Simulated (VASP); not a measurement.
Write the native input for VASP 6.6.1 that does the following.

* Task: relaxation of cell and atoms
* Functional: HSE06
* Potentials or basis: VASP PAW PBE potentials, release 64 (Cd, Se)
* Cutoff: 520 eV
* k mesh: 6 × 6 × 6
* Occupations: gaussian, width 0.03 eV
* Spin: no spin polarisation
* Grid for exact exchange (PRECFOCK): Fast
* Screening parameter: 0.2 1/A
* Further INCAR settings: ALGO = Normal; EDIFF = 1e-06; IBRION = 2; EDIFFG = -0.01; NSW = 25; ISIF = 3

CdSe:

```
CELL_PARAMETERS angstrom
0.00000 3.04621 3.04621
3.04621 0.00000 3.04621
3.04621 3.04621 0.00000
ATOMIC_POSITIONS crystal
Cd 0.00000 0.00000 0.00000
Se 0.75000 0.75000 0.75000
```

Measurements of this composition are mostly on another form, of space group No. 186.

One way to write it, as run:

POSCAR

```
CdSe                                    
1.0
    0.0000000000      3.0462087307      3.0462087307
    3.0462087307      0.0000000000      3.0462087307
    3.0462087307      3.0462087307      0.0000000000
  Cd              Se            
     1     1
Direct
     0.0000000000000000    0.0000000000000000    0.0000000000000000
     0.7500000000000000    0.7500000000000000    0.7500000000000000
```

INCAR.step1

```
PREC = Accurate
ENCUT = 520
EDIFF = 1E-5
ISMEAR = 0
SIGMA = 0.03
LREAL = False
LASPH = True
NELM = 80
ALGO = Normal
LWAVE = True
LCHARG = False
KPAR = 4
GGA = PE
```

INCAR.step2

```
PREC = Accurate
ENCUT = 520
EDIFF = 1E-6
ISMEAR = 0
SIGMA = 0.03
LREAL = False
LASPH = True
NELM = 80
ALGO = Normal
ISIF = 3
LWAVE = False
LCHARG = False
GGA = PE
LHFCALC = True
HFSCREEN = 0.2
PRECFOCK = Fast
IBRION = 2
NSW = 25
EDIFFG = -0.01
KPAR = 4
ISTART = 1
```

KPOINTS

```
Automatic mesh
0
Gamma
  6 6 6
```

Potentials or basis: VASP PAW PBE potentials, release 64 (Cd, Se).

Command:

```console
$ cat potpaw_PBE.64/Cd/POTCAR potpaw_PBE.64/Se/POTCAR > POTCAR
$ cp INCAR.step1 INCAR
$ mpirun -np 4 vasp_std > vasp.out
$ cp INCAR.step2 INCAR
$ mpirun -np 4 vasp_std > vasp.out
```

It gave:

- Relaxed volume: 29.10 Å³/atom
- Relaxed cell: a = 4.350 Å, b = 4.350 Å, c = 4.350 Å, α = 60.00°, β = 60.00°, γ = 60.00°
- Space group after relaxing (to 0.05 Å): F-43m (No. 216)
- Energy gained by relaxing: 3.9 meV/atom
- Ionic steps: 3
- Pressure after relaxing: 0.0 GPa
- Band gap on the k mesh: 1.48 eV, direct

Caveat: the PAW data sets were made with another functional, which shifts forces and pressure a little.

Run time: 15 min on 4 MPI ranks on Intel(R) Xeon(R) Platinum 8488C (Sapphire Rapids), with other jobs on the host, peak memory 0.29 GiB a rank.
